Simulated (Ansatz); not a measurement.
## Si: the gap against volume

Si, P6_3/mmc, a = 3.832 Å, c = 6.342 Å. This isn't the element's structure at ambient conditions. Ansatz: r2SCAN, PAW, 500 eV, Γ-centred 12×12×6 mesh on 4 atoms, Gaussian smearing 0.02 eV; no spin polarisation. Shape and atoms are relaxed at each volume; x = ln(V/V0) with V0 = 20.161 Å³/atom. The gap is read at the mesh points alone.

```
      x gap y (eV)
-0.1278       0.295
-0.0943       0.386
-0.0619       0.468
-0.0305       0.543
 0.0000       0.608
 0.0296           ?
 0.0583       0.720
 0.0953       0.784
```

Task: Fit a straight line to the other rows, give the volume deformation potential of the gap and its pressure coefficient, and predict the missing gap. B0 = 96.5 GPa.

Result: Means x = -0.02299, y = 0.54343; Σ(Δx)² = 0.03877, ΣΔxΔy = 0.08450; the slope is their ratio. y = 0.5935 + 2.179 x. The slope is the deformation potential a = dE_g/d ln V = 2.18 eV, and dE_g/dP = −a/B0 = -22.6 meV/GPa. At x = 0.0296 the fit asked for gives 0.658 eV. The run gave 0.666 eV, so the fit is 0.008 eV too low, within the rms miss on the fitted rows (0.013 eV).

Semilocal functionals give gaps under the measured ones; changes of the gap mostly carry over better.